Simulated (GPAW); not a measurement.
# BeS (F-43m) in GPAW: convergence with plane-wave cutoff (eV)

Aim: find how far plane-wave cutoff (eV) must go before the results for BeS settle, at PBE+D3(BJ). This setting moves, with any that are tied to it; all else stays.

Everything below comes from runs of GPAW 26.7.0. Logs are shortened: lines on timing, memory, paths and dates and some standing lists are left out, and cuts for length are marked. The log counts tension as positive stress, the text compression.

### Step 1. The structure

The structure is cubic, space group F-43m (No. 216). The conventional cell has a = 4.850 Å, b = 4.850 Å, c = 4.850 Å, α = 90.00°, β = 90.00°, γ = 90.00°. S (site symmetry -43m) is surrounded by 4 Be at 2.10 Å. Around Be (site symmetry -43m) lie 4 S at 2.10 Å.

### Step 2. With plane-wave cutoff (eV) 320

Input file run.py:

```python
import json
import numpy as np
import spglib
from ase.calculators.mixing import SumCalculator
from ase.constraints import FixSymmetry
from ase.filters import FrechetCellFilter
from ase.io import read, write
from ase.optimize import BFGS
from ase.stress import full_3x3_to_voigt_6_stress, voigt_6_to_full_3x3_strain, voigt_6_to_full_3x3_stress
from ase.units import GPa
from dftd3.ase import DFTD3
from gpaw import GPAW, PW

atoms = read('POSCAR')

calc = GPAW(mode=PW(320),
            xc='PBE',
            kpts={'size': (7, 7, 7), 'gamma': True},
            occupations={'name': 'fermi-dirac', 'width': 0.05},
            nbands=11,
            convergence={'density': 1e-06, 'eigenstates': 1e-09},
            maxiter=150,
            symmetry={'tolerance': 0.001},
            txt='gpaw.txt')
atoms.calc = SumCalculator([calc, DFTD3(method='pbe', damping='d3bj')])
atoms.set_constraint(FixSymmetry(atoms))
BFGS(FrechetCellFilter(atoms), trajectory='relax.traj', logfile='-').run(fmax=0.005, steps=40)
atoms.set_constraint()
energy = atoms.get_potential_energy()
forces = atoms.get_forces()
stress = atoms.get_stress()
calc.write('gs.gpw')
write('result.traj', atoms)
print('Cell:', atoms.cell.cellpar().round(4))
print(atoms.get_scaled_positions().round(5))

gpts = tuple(int(n) for n in calc.get_number_of_grid_points())
cell = atoms.cell[:].T
dataset = spglib.get_symmetry((atoms.cell[:], atoms.get_scaled_positions(), atoms.numbers), symprec=1e-4)
rotations = [cell @ w @ np.linalg.inv(cell) for w in dataset['rotations']]
strains, clamped, relaxed = [], [], []
for v in [0, 3]:
    for e in (-0.005, 0.005):
        voigt = np.zeros(6)
        voigt[v] = e
        F = voigt_6_to_full_3x3_strain(voigt)
        a = atoms.copy()
        a.set_cell(atoms.cell[:] @ F, scale_atoms=True)
        c = GPAW(mode=PW(320),
                 xc='PBE',
                 kpts={'size': (7, 7, 7), 'gamma': True},
                 occupations={'name': 'fermi-dirac', 'width': 0.05},
                 nbands=11,
                 convergence={'density': 1e-06, 'eigenstates': 1e-09},
                 maxiter=150,
                 symmetry={'tolerance': 0.001},
                 gpts=gpts,
                 txt=f'strain-{v}{e:+.3f}.txt')
        a.calc = SumCalculator([c, DFTD3(method='pbe', damping='d3bj')])
        s0 = s1 = a.get_stress() - stress
        BFGS(a, logfile=None).run(fmax=0.003, steps=25)
        s1 = a.get_stress() - stress
        print(v, e, 'clamped', (s0 / GPa).round(3), 'relaxed', (s1 / GPa).round(3), flush=True)
        for R in rotations:  # images under the point group
            eps = R @ (F - np.eye(3)) @ R.T
            strains.append(full_3x3_to_voigt_6_stress(eps) * [1, 1, 1, 2, 2, 2])
            for s, rows in ((s0, clamped), (s1, relaxed)):
                rows.append(full_3x3_to_voigt_6_stress(R @ voigt_6_to_full_3x3_stress(s) @ R.T))

C0, C = (np.linalg.lstsq(np.array(strains), np.array(s), rcond=None)[0].T / GPa for s in (clamped, relaxed))
print('Clamped-ion Cij (GPa):')
print(C0.round(1))
print('Relaxed-ion Cij (GPa):')
print(C.round(1))
json.dump({'clamped': C0.tolist(), 'relaxed': C.tolist()}, open('elastic.json', 'w'))
```

Input file POSCAR:

```
BeS
1.0
    0.0000000000      2.4250000000      2.4250000000
    2.4250000000      0.0000000000      2.4250000000
    2.4250000000      2.4250000000      0.0000000000
S Be
1 1
Direct
    0.7500000000      0.7500000000      0.7500000000
    0.0000000000      0.0000000000      0.0000000000
```

Potentials or basis: GPAW PAW data sets (gpaw-data 1.2.1), pw.

The run is started by

```console
$ OMP_NUM_THREADS=1 python run.py
```

It took 2 min on 1 thread of Intel Xeon at 2.50GHz (Skylake/Cascade Lake), shared host; peak memory 0.16 GiB.

What came out:

```yaml
Free_energy: -10.4972 eV
Relaxed_volume: 14.03 Å³/atom
Relaxed_cell: a = 3.411 Å, b = 3.411 Å, c = 3.411 Å, α = 60.00°, β = 60.00°, γ = 60.00°
Space_group_after_relaxing_to_0.05_Å: F-43m (No. 216)
Pressure_after_relaxing: 0.0 GPa
Band_gap_on_the_k_mesh: 3.22 eV, indirect (least direct gap 5.64 eV)
Elastic_constants_C11_C12_C44: 166, 69, 88 GPa
Voigt_bulk_modulus: 101 GPa
Bulk_modulus_Hill: 101 GPa
Shear_modulus_Hill: 69 GPa
Young's_modulus: 169 GPa
Poisson's_ratio_from_the_elastic_constants: 0.22
Dispersion_energy_per_atom: -0.306 eV
```

### Step 3. With plane-wave cutoff (eV) 400

Changes to run.py since step 2:

```diff
@@ -15,3 +15,3 @@
 
-calc = GPAW(mode=PW(320),
+calc = GPAW(mode=PW(400),
             xc='PBE',
@@ -48,3 +48,3 @@
         a.set_cell(atoms.cell[:] @ F, scale_atoms=True)
-        c = GPAW(mode=PW(320),
+        c = GPAW(mode=PW(400),
                  xc='PBE',
```

POSCAR is that of step 2.

Potentials or basis: GPAW PAW data sets (gpaw-data 1.2.1), pw.

The run is started by

```console
$ OMP_NUM_THREADS=1 python run.py
```

Wall time 2.2 min (1 thread of Intel Xeon at 2.50GHz (Skylake/Cascade Lake), shared host); peak memory 0.17 GiB.

What came out:

- Free energy: -10.5125 eV
- Relaxed volume: 14.05 Å³/atom
- Relaxed cell: a = 3.412 Å, b = 3.412 Å, c = 3.412 Å, α = 60.00°, β = 60.00°, γ = 60.00°
- Space group after relaxing (to 0.05 Å): F-43m (No. 216)
- Pressure after relaxing: 0.0 GPa
- Band gap on the k mesh: 3.23 eV, indirect (least direct gap 5.64 eV)
- Elastic constants C11, C12, C44: 165, 68, 87 GPa
- Voigt bulk modulus: 101 GPa
- Bulk modulus (Hill): 101 GPa
- Shear modulus (Hill): 69 GPa
- Young's modulus: 168 GPa
- Poisson's ratio (from the elastic constants): 0.22
- Dispersion energy per atom: -0.306 eV

### Step 4. With plane-wave cutoff (eV) 500

Changes to run.py since step 3:

```diff
@@ -15,3 +15,3 @@
 
-calc = GPAW(mode=PW(400),
+calc = GPAW(mode=PW(500),
             xc='PBE',
@@ -48,3 +48,3 @@
         a.set_cell(atoms.cell[:] @ F, scale_atoms=True)
-        c = GPAW(mode=PW(400),
+        c = GPAW(mode=PW(500),
                  xc='PBE',
```

POSCAR is that of step 3.

The run is started by

```console
$ OMP_NUM_THREADS=1 python run.py
```

It took 3.8 min on 1 thread of Intel Xeon at 2.50GHz (Skylake/Cascade Lake), shared host; peak memory 0.19 GiB.

What came out:

- Free energy: -10.5213 eV
- Relaxed volume: 14.06 Å³/atom
- Relaxed cell: a = 3.413 Å, b = 3.413 Å, c = 3.413 Å, α = 60.00°, β = 60.00°, γ = 60.00°
- Space group after relaxing (to 0.05 Å): F-43m (No. 216)
- Pressure after relaxing: 0.0 GPa
- Band gap on the k mesh: 3.23 eV, indirect (least direct gap 5.64 eV)
- Elastic constants C11, C12, C44: 165, 68, 87 GPa
- Voigt bulk modulus: 100 GPa
- Bulk modulus (Hill): 100 GPa
- Shear modulus (Hill): 69 GPa
- Young's modulus: 168 GPa
- Poisson's ratio (from the elastic constants): 0.22
- Dispersion energy per atom: -0.306 eV

### Step 5. With plane-wave cutoff (eV) 600

Changes to run.py since step 4:

```diff
@@ -15,3 +15,3 @@
 
-calc = GPAW(mode=PW(500),
+calc = GPAW(mode=PW(600),
             xc='PBE',
@@ -48,3 +48,3 @@
         a.set_cell(atoms.cell[:] @ F, scale_atoms=True)
-        c = GPAW(mode=PW(500),
+        c = GPAW(mode=PW(600),
                  xc='PBE',
```

POSCAR is that of step 4.

The run is started by

```console
$ OMP_NUM_THREADS=1 python run.py
```

Wall time 3.3 min (1 thread of Intel Xeon at 2.50GHz (Skylake/Cascade Lake), shared host); peak memory 0.19 GiB.

The run converged. Its results:

```
Free energy                                  : -10.5261 eV
Relaxed volume                               : 14.06 Å³/atom
Relaxed cell                                 : a = 3.413 Å, b = 3.413 Å, c = 3.413 Å, α = 60.00°, β = 60.00°, γ = 60.00°
Space group after relaxing (to 0.05 Å)       : F-43m (No. 216)
Pressure after relaxing                      : 0.0 GPa
Band gap on the k mesh                       : 3.23 eV, indirect (least direct gap 5.64 eV)
Elastic constants C11, C12, C44              : 165, 68, 87 GPa
Voigt bulk modulus                           : 100 GPa
Bulk modulus (Hill)                          : 100 GPa
Shear modulus (Hill)                         : 69 GPa
Young's modulus                              : 168 GPa
Poisson's ratio (from the elastic constants) : 0.22
Dispersion energy per atom                   : -0.306 eV
```

### Step 6. With plane-wave cutoff (eV) 700

Changes to run.py since step 5:

```diff
@@ -15,3 +15,3 @@
 
-calc = GPAW(mode=PW(600),
+calc = GPAW(mode=PW(700),
             xc='PBE',
@@ -48,3 +48,3 @@
         a.set_cell(atoms.cell[:] @ F, scale_atoms=True)
-        c = GPAW(mode=PW(600),
+        c = GPAW(mode=PW(700),
                  xc='PBE',
```

POSCAR is that of step 5.

Potentials or basis: GPAW PAW data sets (gpaw-data 1.2.1), pw.

The run is started by

```console
$ OMP_NUM_THREADS=1 python run.py
```

It took 6.2 min on 1 thread of Intel Xeon at 2.50GHz (Skylake/Cascade Lake), shared host; peak memory 0.2 GiB.

The run converged. Its results:

* Free energy: -10.5291 eV
* Relaxed volume: 14.06 Å³/atom
* Relaxed cell: a = 3.414 Å, b = 3.414 Å, c = 3.414 Å, α = 60.00°, β = 60.00°, γ = 60.00°
* Space group after relaxing (to 0.05 Å): F-43m (No. 216)
* Pressure after relaxing: 0.0 GPa
* Band gap on the k mesh: 3.23 eV, indirect (least direct gap 5.64 eV)
* Elastic constants C11, C12, C44: 165, 68, 87 GPa
* Voigt bulk modulus: 100 GPa
* Bulk modulus (Hill): 100 GPa
* Shear modulus (Hill): 69 GPa
* Young's modulus: 168 GPa
* Poisson's ratio (from the elastic constants): 0.22
* Dispersion energy per atom: -0.306 eV

### Step 7. With plane-wave cutoff (eV) 800

Changes to run.py since step 6:

```diff
@@ -15,3 +15,3 @@
 
-calc = GPAW(mode=PW(700),
+calc = GPAW(mode=PW(800),
             xc='PBE',
@@ -48,3 +48,3 @@
         a.set_cell(atoms.cell[:] @ F, scale_atoms=True)
-        c = GPAW(mode=PW(700),
+        c = GPAW(mode=PW(800),
                  xc='PBE',
```

POSCAR is that of step 6.

The run is started by

```console
$ OMP_NUM_THREADS=1 python run.py
```

Run time: 5.9 min. Hardware: 1 thread of Intel Xeon at 2.50GHz (Skylake/Cascade Lake), shared host; peak memory 0.26 GiB.

Results (log left out):

```
Free energy                                  : -10.5308 eV
Relaxed volume                               : 14.07 Å³/atom
Relaxed cell                                 : a = 3.414 Å, b = 3.414 Å, c = 3.414 Å, α = 60.00°, β = 60.00°, γ = 60.00°
Space group after relaxing (to 0.05 Å)       : F-43m (No. 216)
Pressure after relaxing                      : 0.0 GPa
Band gap on the k mesh                       : 3.23 eV, indirect (least direct gap 5.64 eV)
Elastic constants C11, C12, C44              : 165, 68, 87 GPa
Voigt bulk modulus                           : 100 GPa
Bulk modulus (Hill)                          : 100 GPa
Shear modulus (Hill)                         : 69 GPa
Young's modulus                              : 168 GPa
Poisson's ratio (from the elastic constants) : 0.22
Dispersion energy per atom                   : -0.306 eV
```

### Step 8. With plane-wave cutoff (eV) 960

Changes to run.py since step 7:

```diff
@@ -15,3 +15,3 @@
 
-calc = GPAW(mode=PW(800),
+calc = GPAW(mode=PW(960),
             xc='PBE',
@@ -48,3 +48,3 @@
         a.set_cell(atoms.cell[:] @ F, scale_atoms=True)
-        c = GPAW(mode=PW(800),
+        c = GPAW(mode=PW(960),
                  xc='PBE',
```

POSCAR is that of step 7.

Potentials or basis: GPAW PAW data sets (gpaw-data 1.2.1), pw.

The run is started by

```console
$ OMP_NUM_THREADS=1 python run.py
```

gpaw.txt:

```text
__  _  _
 | _ |_)|_||  |
 |__||  | ||/\| - 26.7.0

Input parameters:
  mode=PW(ecut=960.0),
  convergence={'density': 1e-06, 'eigenstates': 1e-09},
  kpts=MonkhorstPack(size=(7, 7, 7), gamma=True),
  maxiter=150,
  nbands=11,
  occupations=Occupations(name='fermi-dirac', width=0.05),
  symmetry=Symmetry(tolerance=0.001),
  xc=XC(name='PBE')

Diagonalizing LCAO Hamiltonian
Converting LCAO to pw mode

                   S

       Be

Atoms  # Å, Bohr magnetons
|   | symbol |        x |        y |        z |    initial magnetic moments |
|---|--------|----------|----------|----------|-----------------------------|
| 0 |      S | 3.637500 | 3.637500 | 3.637500 | ( 0.0000,  0.0000,  0.0000) |
| 1 |     Be | 0.000000 | 0.000000 | 0.000000 | ( 0.0000,  0.0000,  0.0000) |

Unit cell  # Å
| periodic |        x |        y |        z |  lengths |    angles |
|----------|----------|----------|----------|----------|-----------|
|      yes | 0.000000 | 2.425000 | 2.425000 | 3.429468 | 60.000000 |
|      yes | 2.425000 | 0.000000 | 2.425000 | 3.429468 | 60.000000 |
|      yes | 2.425000 | 2.425000 | 0.000000 | 3.429468 | 60.000000 |

Number of symmetries: 24
Symmetry operations  # r_c * U_cc + t_c -> r_c
|    | kind |            matrix            |
|----|------|------------------------------|
|  0 |  E   |  1, 0, 0,  0, 1, 0,  0, 0, 1 |
|  1 |  σ   |  1, 0, 0,  0, 0, 1,  0, 1, 0 |
|  2 |  σ   |  1, 0,-1,  0, 1,-1,  0, 0,-1 |
|  3 |  C3  |  1, 0,-1,  0, 0,-1,  0, 1,-1 |
|  4 |  C3  |  1,-1, 0,  0,-1, 1,  0,-1, 0 |
|  5 |  σ   |  1,-1, 0,  0,-1, 0,  0,-1, 1 |
|  6 |  σ   |  0, 1, 0,  1, 0, 0,  0, 0, 1 |
|  7 |  C3  |  0, 1, 0,  0, 0, 1,  1, 0, 0 |
|  8 |  C2  |  0, 1,-1,  1, 0,-1,  0, 0,-1 |
[... 144 lines left out ...]
SCF iterations
|iter     | |      energy | eigst |  dens |
|---------|-|-------------|-------|-------|
|iter:   1| |  -10.047851 | -0.02 |       |
|iter:   2| |  -10.032257 | -2.26 | -0.93 |
|iter:   3| |   -9.925338 | -2.09 | -0.96 |
|iter:   4| |   -9.927810 | -3.20 | -1.56 |
|iter:   5| |   -9.928336c| -4.49 | -2.18 |
|iter:   6| |   -9.928410c| -5.46 | -2.66 |
|iter:   7| |   -9.928411c| -7.15 | -3.74 |
|iter:   8| |   -9.928411c| -8.09 | -4.15 |
|iter:   9| |   -9.928411c| -9.78c| -5.27 |
|iter:  10| |   -9.928411c| -9.54c| -5.74 |
|iter:  11| |   -9.928411c|-10.97c| -6.90c|

Converged in 11 steps
Energy contributions relative to reference atoms: (reference = -11255.804871)

Energy contributions:
  Kinetic:          11.800552
  Coulomb:         -10.908279
  Zero:              0.050700
  External:          0.000000
  Xc:              -10.871385
  Entropy:          -0.000000
  Spinorbit:         0.000000
  ----------------------------
  Free energy:      -9.928411
  Extrapolated:     -9.928411
[... 26 lines left out ...]
Stress tensor  # eV/Ang^3
[... 28 lines left out ...]
|      yes | 2.423001 | -0.000000 | 2.423001 | 3.426641 | 60.000000 |
|      yes | 2.423001 |  2.423001 | 0.000000 | 3.426641 | 60.000000 |

Number of symmetries: 24
Symmetry operations  # r_c * U_cc + t_c -> r_c
|    | kind |            matrix            |
|----|------|------------------------------|
|  0 |  E   |  1, 0, 0,  0, 1, 0,  0, 0, 1 |
|  1 |  σ   |  1, 0, 0,  0, 0, 1,  0, 1, 0 |
|  2 |  σ   |  1, 0,-1,  0, 1,-1,  0, 0,-1 |
|  3 |  C3  |  1, 0,-1,  0, 0,-1,  0, 1,-1 |
|  4 |  C3  |  1,-1, 0,  0,-1, 1,  0,-1, 0 |
|  5 |  σ   |  1,-1, 0,  0,-1, 0,  0,-1, 1 |
|  6 |  σ   |  0, 1, 0,  1, 0, 0,  0, 0, 1 |
|  7 |  C3  |  0, 1, 0,  0, 0, 1,  1, 0, 0 |
|  8 |  C2  |  0, 1,-1,  1, 0,-1,  0, 0,-1 |
[... 144 lines left out ...]
SCF iterations
|iter     | |      energy | eigst |  dens |
|---------|-|-------------|-------|-------|
|iter:   1| |   -9.927511 | -3.84 |       |
|iter:   2| |   -9.927481 | -6.44 | -2.66 |
|iter:   3| |   -9.927349c| -5.09 | -2.70 |
|iter:   4| |   -9.927347c| -6.77 | -3.57 |
|iter:   5| |   -9.927346c| -7.11 | -3.91 |
|iter:   6| |   -9.927346c| -8.44 | -4.60 |
|iter:   7| |   -9.927346c| -9.14c| -5.30 |
|iter:   8| |   -9.927346c| -9.69c| -6.12c|

Converged in 8 steps
Energy contributions relative to reference atoms: (reference = -11255.804871)

Energy contributions:
  Kinetic:          11.953042
  Coulomb:         -11.024655
  Zero:              0.050139
  External:          0.000000
  Xc:              -10.905872
  Entropy:          -0.000000
  Spinorbit:         0.000000
  ----------------------------
  Free energy:      -9.927346
  Extrapolated:     -9.927346
[... 26 lines left out ...]
Stress tensor  # eV/Ang^3
|         x |         y |         z |
|-----------|-----------|-----------|
| -0.015764 |  0.000000 | -0.000000 |
|  0.000000 | -0.015764 |  0.000000 |
| -0.000000 |  0.000000 | -0.015764 |

Forces  # eV/Ang
|        x |        y |        z |
|----------|----------|----------|
| -0.00000 |  0.00000 | -0.00000 |  # S    0
|  0.00000 | -0.00000 | -0.00000 |  # Be   1

Interpolating wave functions to new cell

                   S

       Be

Atoms  # Å, Bohr magnetons
|   | symbol |        x |        y |        z |    initial magnetic moments |
|---|--------|----------|----------|----------|-----------------------------|
| 0 |      S | 3.621250 | 3.621250 | 3.621250 | ( 0.0000,  0.0000,  0.0000) |
| 1 |     Be | 0.000000 | 0.000000 | 0.000000 | ( 0.0000,  0.0000,  0.0000) |

Unit cell  # Å
| periodic |        x |         y |         z |  lengths |    angles |
|----------|----------|-----------|-----------|----------|-----------|
|      yes | 0.000000 |  2.414167 |  2.414167 | 3.414147 | 60.000000 |
|      yes | 2.414167 | -0.000000 |  2.414167 | 3.414147 | 60.000000 |
|      yes | 2.414167 |  2.414167 | -0.000000 | 3.414147 | 60.000000 |

Number of symmetries: 24
Symmetry operations  # r_c * U_cc + t_c -> r_c
|    | kind |            matrix            |
|----|------|------------------------------|
|  0 |  E   |  1, 0, 0,  0, 1, 0,  0, 0, 1 |
|  1 |  σ   |  1, 0, 0,  0, 0, 1,  0, 1, 0 |
|  2 |  σ   |  1, 0,-1,  0, 1,-1,  0, 0,-1 |
|  3 |  C3  |  1, 0,-1,  0, 0,-1,  0, 1,-1 |
|  4 |  C3  |  1,-1, 0,  0,-1, 1,  0,-1, 0 |
|  5 |  σ   |  1,-1, 0,  0,-1, 0,  0,-1, 1 |
|  6 |  σ   |  0, 1, 0,  1, 0, 0,  0, 0, 1 |
|  7 |  C3  |  0, 1, 0,  0, 0, 1,  1, 0, 0 |
|  8 |  C2  |  0, 1,-1,  1, 0,-1,  0, 0,-1 |
[... 144 lines left out ...]
SCF iterations
|iter     | |      energy | eigst |  dens |
|---------|-|-------------|-------|-------|
|iter:   1| |   -9.924531 | -2.55 |       |
|iter:   2| |   -9.923960 | -5.16 | -2.01 |
|iter:   3| |   -9.921371c| -3.80 | -2.06 |
|iter:   4| |   -9.921328c| -5.48 | -2.92 |
|iter:   5| |   -9.921320c| -5.82 | -3.27 |
|iter:   6| |   -9.921320c| -7.15 | -3.96 |
|iter:   7| |   -9.921320c| -8.68 | -4.66 |
|iter:   8| |   -9.921320c|-10.54c| -5.47 |
|iter:   9| |   -9.921320c|-11.40c| -6.40c|

Converged in 9 steps
Energy contributions relative to reference atoms: (reference = -11255.804871)

Energy contributions:
  Kinetic:          12.635322
  Coulomb:         -11.544702
  Zero:              0.047607
  External:          0.000000
  Xc:              -11.059547
  Entropy:          -0.000000
  Spinorbit:         0.000000
  ----------------------------
  Free energy:      -9.921320
  Extrapolated:     -9.921320
[... 26 lines left out ...]
Stress tensor  # eV/Ang^3
|         x |         y |         z |
|-----------|-----------|-----------|
| -0.022914 | -0.000000 | -0.000000 |
| -0.000000 | -0.022914 | -0.000000 |
| -0.000000 | -0.000000 | -0.022914 |

Forces  # eV/Ang
|        x |        y |        z |
|----------|----------|----------|
|  0.00000 | -0.00000 | -0.00000 |  # S    0
| -0.00000 |  0.00000 |  0.00000 |  # Be   1

# Writing to gs.gpw (mode='')
```

Wall time 5.8 min (1 thread of Intel Xeon at 2.50GHz (Skylake/Cascade Lake), shared host); peak memory 0.29 GiB.

Results:

```
Free energy                                  : -10.5323 eV
Relaxed volume                               : 14.07 Å³/atom
Relaxed cell                                 : a = 3.414 Å, b = 3.414 Å, c = 3.414 Å, α = 60.00°, β = 60.00°, γ = 60.00°
Space group after relaxing (to 0.05 Å)       : F-43m (No. 216)
Pressure after relaxing                      : 0.0 GPa
Band gap on the k mesh                       : 3.23 eV, indirect (least direct gap 5.64 eV)
Elastic constants C11, C12, C44              : 165, 68, 87 GPa
Voigt bulk modulus                           : 100 GPa
Bulk modulus (Hill)                          : 100 GPa
Shear modulus (Hill)                         : 69 GPa
Young's modulus                              : 168 GPa
Poisson's ratio (from the elastic constants) : 0.22
Dispersion energy per atom                   : -0.305 eV
```

### Step 9. The series at a glance

```tsv
plane-wave cutoff (eV)	energy less the tightest run, at zero smearing (meV/atom)	SCF cycles	CPU time (s)	peak memory (GiB)
320	17.53	11	110	0.16
400	9.91	11	130	0.17
500	5.51	11	220	0.19
600	3.11	11	180	0.19
700	1.62	11	350	0.2
800	0.74	11	350	0.26
960	0.00	11	340	0.29
```

Against the tightest run, the energy stays within 1 meV/atom from 800 on. The tightest run that finished is the yardstick and may itself not be fully converged.

Caveats: the density grid can change from cell to cell, which puts small steps into energies and stress; an odd mesh through Γ misses points on the zone boundary, where band edges often lie.
